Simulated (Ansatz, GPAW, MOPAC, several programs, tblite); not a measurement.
**CdF2 (a single layer): cheap methods against density-functional theory**

Aim: run CdF2 as a single layer in vacuum through methods of unlike cost and see what each gets, and at what price.

Computed with MOPAC, tblite, GPAW, Ansatz (versions at each run) (no spin polarisation, static lattice; gaps from single points on the cell relaxed beforehand with r²SCAN, unless a step's input says otherwise).

**1. Starting point**

The structure is hexagonal, space group P-6m2 (No. 187). Conventional cell: a = 3.284 Å, b = 3.284 Å, c = 28.587 Å, α = 90.00°, β = 90.00°, γ = 120.00°. Around Cd (site symmetry -6m2) lie 6 F at 2.26 Å. F (site symmetry 3m) is surrounded by 3 Cd at 2.26 Å.

As a file:

```xyz
3
Lattice="3.2841 0.0000 0.0000 -1.6421 2.8441 0.0000 0.0000 0.0000 28.5868" Properties=species:S:1:pos:R:3 pbc="T T T"
Cd    0.0000    1.8961    9.0000
F     1.6421    0.9480   10.2348
F     1.6421    0.9480    7.7652
```

The cell holds a single layer (2H monolayer) with vacuum along c; the form is built, and need not be the compound's stable one.

**Question.** The methods are PM6, PM7, GFN1-xTB (tblite), GFN2-xTB (tblite), PBE/single-zeta, coarse PBE, PBE, r2SCAN. What gap does r2SCAN give on this cell, and which other methods (full PBE left aside) come nearest to r2SCAN and farthest in gap?

```
                                      quantity                                         value
                                        r2SCAN                                   gap 3.66 eV
gap: nearest and farthest of the other methods  GFN2-xTB (tblite) (-0.01 eV), PM7 (+5.13 eV)
```

In words: Among the 6 methods compared for the gap (full PBE left aside), GFN2-xTB (tblite) is nearest to r2SCAN and PM7 farthest. A minimal basis or a coarse cutoff and mesh shifts results by its own error, so closeness to r2SCAN can be chance. Cluster runs see only the k-points that fold onto the zone centre, so their gaps can miss the band edges. CPU times run from 0.22 s (PM6) to 36 s (r2SCAN). r2SCAN is a yardstick, not the truth: it usually gives gaps below the measured ones.
